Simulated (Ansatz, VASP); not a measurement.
**NaCl in VASP and in Ansatz**

```
Na Cl
1.0
     0.00000    2.80095    2.80095
     2.80095    0.00000    2.80095
     2.80095    2.80095    0.00000
Na Cl
1 1
Direct
  0.00000 0.00000 0.00000
  0.50000 0.50000 0.50000
```

Alike in both runs: functional PBEsol; k mesh 8 × 8 × 8; occupations gaussian, width 0.02 eV; no spin polarisation.

Ansatz relaxed the structure, and its values are those at the end. VASP's run is a single point on that final structure, the one shown.

```csv
,VASP,Ansatz
version,VASP 6.6.1,Ansatz 0.2.0
potentials or method,"VASP PAW PBE potentials, release 64 (Na_pv, Cl)","scalar-relativistic, plane waves, PAW"
plane-wave cutoff (eV),520,420
valence electrons in the cell,14,16
```

|  | VASP | Ansatz | Ansatz less VASP |
| --- | --- | --- | --- |
| gap on the k mesh at the Fermi level (eV) | 5.01 | 5.01 | +0.004 |
| least direct gap on the mesh (eV) | 5.01 | 5.01 | +0.004 |
| pressure (GPa) | 0.0 | 0.0 | -0.02 |

With one functional, cell and mesh, what is left measures potentials, basis and numerics. The two sets of potentials don't hold the same shells in valence.

Caveats: the PAW data sets were made with another functional, which shifts forces and pressure a little (VASP). As with any semilocal functional, this PBEsol gap is likely too small.
